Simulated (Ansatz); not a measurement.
# Al under changes of volume

One of the cells (16.116 Å³/atom); the others are scaled copies at fixed shape and fractional positions:

```
CELL_PARAMETERS angstrom
-1.59122 1.59122 1.59122
1.59122 -1.59122 1.59122
1.59122 1.59122 -1.59122
ATOMIC_POSITIONS crystal
Al 0.00000 0.00000 0.00000
```

This isn't the form of Al at room conditions, which is fcc.

- Program: Ansatz 0.2.0
- Functional: PBE0
- Potentials or basis: Ansatz PAW
- Cutoff: 420 eV (not typed: the program's choice for these potentials)
- k mesh: 8 × 8 × 8
- Occupations: fermi-dirac, width 0.05 eV
- Spin: no spin polarisation

```tsv
volume (Å³/atom)	energy over the lowest point (meV/atom)	pressure (GPa)
15.149	33.26	7.2
15.471	22.19	6.1
15.793	12.11	4.0
16.116	?	?
16.438	2.27	1.9
16.760	0.00	0.3
17.083	0.70	-1.0
```

Q: What does the run at 16.116 Å³/atom give?

A: Energy over the lowest point 7.83 meV/atom; pressure 3.6 GPa.

Worked out: A Birch-Murnaghan fit of order 3 (a polynomial in V^(-2/3)) to the other rows has its minimum at 16.85 Å³/atom with B0 = V·E''(V) = 58 GPa (rough, since the energies scatter). It gives 6.05 meV/atom at 16.116 Å³/atom, against the run's 7.83, and -dE/dV = 2.6 GPa, against 3.6.

Energies are extrapolated to zero smearing.

Caveats: the PAW data sets come from PBE, with cores solved anew for the run's functional, which leaves a small shift of forces and pressure; the thresholds are loose for stress.
